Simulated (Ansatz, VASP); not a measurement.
**Two plane-wave programs on H**

```xyz
4
Lattice="2.6235 -2.5669 0.0000 2.6235 2.5669 0.0000 0.0000 0.0000 4.1418" Properties=species:S:1:pos:R:3 pbc="T T T"
H     2.6235   -2.3271    0.2838
H     2.6235    0.2398    1.7872
H     2.6235   -0.0898    2.3547
H     2.6235    2.3271    3.8581
```

Change from the starting cell: one atom moved.

Alike in both runs: task single point; functional PBE; k mesh 6 × 6 × 6; occupations gaussian, width 0.02 eV; no spin polarisation.

```csv
,VASP,Ansatz
version,VASP 6.6.1,Ansatz 0.2.0
potentials or method,"VASP PAW PBE potentials, release 64 (H)","scalar-relativistic, plane waves, PAW"
plane-wave cutoff (eV),520,420
valence electrons in the cell,4,4
```

|  | VASP | Ansatz | Ansatz less VASP |
| --- | --- | --- | --- |
| gap on the k mesh at the Fermi level (eV) | 9.51 | 9.51 | +0.002 |
| least direct gap on the mesh (eV) | 9.87 | 9.88 | +0.002 |
| pressure (GPa) | 2.9 | 3.1 | +0.17 |
| largest component of the traceless stress (GPa) | 3.64 | 3.64 | +0.001 |
| rms of the force components (eV/Å) | 1.832 | 1.822 | -0.0098 |

Atom by atom the forces differ by 0.011 eV/Å (rms over components).

Caveats: forces of over 1 eV/Å show positions far from the minimum, so gaps and moduli don't describe the material at rest. A k mesh can miss the band edges.
